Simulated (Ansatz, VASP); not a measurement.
One calculation of NiO, two programs

Contents of INCAR:

```
ALGO = Normal
EDIFF = 1E-7
ENCUT = 520
GGA = RE
ISIF = 2
ISMEAR = -1
ISPIN = 2
IVDW = 13
LASPH = True
LCHARG = True
LELF = True
LMAXMIX = 4
LORBIT = 11
LREAL = False
LVHAR = True
LWAVE = False
MAGMOM = 1 0
NBANDS = 19
NELM = 150
PREC = Accurate
SIGMA = 0.05
```

The input KPOINTS:

```
k-points
0
Gamma
  11 11 11
```

POSCAR

```
NiO
1.0
    0.0000000000      2.0719018797      2.0719018797
    2.0719018797      0.0000000000      2.0719018797
    2.0719018797      2.0719018797      0.0000000000
Ni O
1 1
Direct
    0.0000000000      0.0000000000      0.0000000000
    0.5000000000      0.5000000000      0.5000000000
```

input.yaml

```yaml
crystal:
  lattice:
    - [0.0, 2.0719018797, 2.0719018797]
    - [2.0719018797, 0.0, 2.0719018797]
    - [2.0719018797, 2.0719018797, 0.0]
  atoms:
    - { symbol: Ni, position: [0.0, 0.0, 0.0], spin: 1.0 }
    - { symbol: O, position: [0.5, 0.5, 0.5] }
hamiltonian:
  xc: revpbe
  pseudopotentials: { kind: paw }
  dispersion: d4
magnetization:
  spin_polarized: true
kpoints:
  mp_grid: { grid: [11, 11, 11] }
scf:
  occupations: { method: fermi_dirac, width: 0.05 }
output:
  forces: true
  stress: true
  eigenvalues: true
```

Alike in both runs: task single point; functional revPBE; dispersion D4; k mesh 11 × 11 × 11; occupations fermi-dirac, width 0.05 eV; collinear spin.

|  | VASP | Ansatz |
| --- | --- | --- |
| version | VASP 6.6.1 | Ansatz 0.2.0 |
| potentials or method | VASP PAW PBE potentials, release 64 (Ni, O) | Ansatz PAW |
| plane-wave cutoff (eV) | 520 | 420 |
| valence electrons in the cell | 16 | 24 |

Ansatz gave:

| Property | Result |
| --- | --- |
| gap on the k mesh at the Fermi level (eV) | none |
| pressure (GPa) | 6.2 |
| net moment per atom (μB) | 0.88 |
| size of the moment on the site where the two differ most (μB) | 0.28 |
| dispersion energy (meV/atom) | -611.9 |

Problem. What did VASP give for the same quantities?

Solution. gap on the k mesh at the Fermi level (eV): none; pressure (GPa): 5.8; net moment per atom (μB): 0.85; size of the moment on the site where the two differ most (μB): 0.26; dispersion energy (meV/atom): -612.0.

Site moments also hang on the region over which each program counts them. A gap of «none» marks a metal or a gap that the smearing closes. The two sets of potentials don't hold the same shells in valence.

Caveats: a cell with one magnetic atom can't hold antiferromagnetic order, which such compounds often take; semilocal functionals often make such compounds metallic where correlation or magnetic order opens a gap, which also shifts bond lengths; pairwise dispersion overbinds metals, which lowers pressure and volume; the PAW data sets were made with another functional, which shifts forces and pressure a little (VASP); the pressure holds a Pulay correction of +0.7 GPa for the finite cutoff (Ansatz); the PAW data sets come from PBE, with cores solved anew for the run's functional, which leaves a small shift of forces and pressure (Ansatz).
